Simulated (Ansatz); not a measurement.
Crystal: Cr.

```xyz
2
Lattice="2.7140 0.0000 0.0000 -1.3570 2.3504 0.0000 0.0000 0.0000 4.4100" Properties=species:S:1:pos:R:3 pbc="T T T"
Cr    1.3570    0.7835    3.3075
Cr    0.0000    1.5669    1.1025
```

This isn't the form of Cr at room conditions, which is bcc.

Base run:

```yaml
Program: Ansatz 0.2.0
Functional: PBE
Potentials_or_basis: Ansatz PAW
Cutoff: "420 eV (not typed: the program's choice for these potentials)"
k_mesh: 9 × 9 × 5
Occupations: fermi-dirac, width 0.05 eV
Spin: collinear spin, ferromagnetic start
Starting_moments: "[4.5, 4.5] μB"
Fixed_moment: 9 μB
```

Its results: pressure 51.1 GPa; site moments Cr +3.92 μB.

Task: The run is repeated on the same cell with these changes: fixed moment from 9 μB to 4.5 μB; moments at the start from [4.5, 4.5] to [2.25, 2.25]. What comes out?

Result: Pressure -9.1 GPa; site moments Cr +2.07 μB.

Caveats: the total moment is fixed, so each spin has its own Fermi level; the thresholds are loose for stress; a pressure of tens of GPa on the cell as given is suspect, and the run, the potentials or the cell itself is likely at fault (some runs).
